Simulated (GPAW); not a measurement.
Crystal: LiH.

```
Li H
1.0
     0.00000    2.03675    2.03675
     2.03675    0.00000    2.03675
     2.03675    2.03675    0.00000
Li H
1 1
Direct
  0.00000 0.00000 0.00000
  0.50000 0.50000 0.50000
```

Base run:

| Quantity | Value |
| --- | --- |
| Program | GPAW 26.7.0 |
| Functional | PBE |
| Potentials or basis | GPAW PAW data sets (gpaw-data 1.2.1) |
| Cutoff | 800 eV |
| Basis | pw |
| k mesh | 11 × 11 × 11 |
| Occupations | fermi-dirac, width 0.05 eV |
| Spin | no spin polarisation |

Its results: band gap on the k mesh 3.19 eV, direct.

Q: The run is repeated on the same cell with these changes: functional from PBE to vdW-DF. What comes out?

A: Band gap on the k mesh 3.80 eV, direct.

Caveats: the mesh misses the band edges, which the band path finds closer together (some runs); an odd mesh through Γ misses points on the zone boundary, where band edges often lie (some runs).

Not every run made on this cell is shown here.
